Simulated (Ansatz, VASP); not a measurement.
## Ti3Al in VASP and in Ansatz

```
Ti Al
1.0
     2.92754    0.00000    0.00000
    -1.46377    2.53533    0.00000
     0.00000    0.00000    9.41089
Ti Al
3 1
Direct
  0.33333 0.66667 0.24941
  0.33333 0.66667 0.75059
  0.66667 0.33333 0.00000
  0.66667 0.33333 0.50000
```

The cell comes from a database or a generator and needn't be the stable form of this composition.

Alike in both runs: functional PBEsol; k mesh 9 × 9 × 3; occupations fermi-dirac, width 0.05 eV; no spin polarisation.

|  | VASP | Ansatz |
| --- | --- | --- |
| version | VASP 6.6.1 | Ansatz 0.2.0 |
| potentials or method | VASP PAW PBE potentials, release 64 (Ti_sv, Al) | Ansatz PAW |
| plane-wave cutoff (eV) | 520 | 420 |
| valence electrons in the cell | 39 | 39 |
| task | single point | band structure |

```csv
,VASP,Ansatz,Ansatz less VASP
gap on the k mesh at the Fermi level (eV),none,none,-
pressure (GPa),-5.6,-5.5,+0.13
largest component of the traceless stress (GPa),1.96,2.00,+0.035
rms of the force components (eV/Å),0.021,0.017,-0.0039
```

Atom by atom the forces differ by 0.004 eV/Å (rms over components). A gap of «none» marks a metal or a gap that the smearing closes.

Caveats: the PAW data sets were made with another functional, which shifts forces and pressure a little (VASP); the PAW data sets come from PBE, with cores solved anew for the run's functional, which leaves a small shift of forces and pressure (Ansatz).
